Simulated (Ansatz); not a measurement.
Consider the cleavage of the B–Si bond: `B[SiH2]Cl` + `OCCO` → `BOCCO` + `[SiH3]Cl`.

Gas-phase electronic energies from Ansatz, PBE0-D4/def2-TZVP geometries. CBS: MP2 limit from def2 TZ/QZ plus the TZ coupled-cluster correction, frozen cores. This one scheme is used for every species. DFT in def2-TZVPP. B3LYP here is the variant with VWN-RPA as its local correlation; programs differ in this. One conformer a species, not always the lowest.

```
             level  ΔE (kJ/mol)  difference from CCSD(T)/CBS
            PBE-D4       -154.7                          8.2
         r2SCAN-D4       -161.4                          1.5
          B3LYP-D4       -166.6                         -3.7
           ωB97X-V       -160.8                          2.1
           ωB97M-V       -165.9                         -3.0
            r2SCAN       -161.2                          1.7
              PBE0       -155.4                          7.5
     HF/def2-TZVPP       -170.6                         -7.7
    MP2/def2-TZVPP       -170.3                         -7.4
SCS-MP2/def2-TZVPP       -170.8                         -7.9
   CCSD/def2-TZVPP       -163.7                         -0.8
     HF/def2-QZVPP       -171.9                         -9.0
    MP2/def2-QZVPP       -169.8                         -6.9
      HF/CBS(def2)       -172.1                         -9.2
     MP2/CBS(def2)       -168.6                         -5.7
    CCSD/CBS(def2)       -162.0                          0.9
       CCSD(T)/CBS       -162.9                            0
```

Largest T1 diagnostic among the species: 0.013.

CCSD(T)/CBS has its own doubt, a few kJ/mol and more with outer-core shells, so smaller differences from it don't rank the levels.
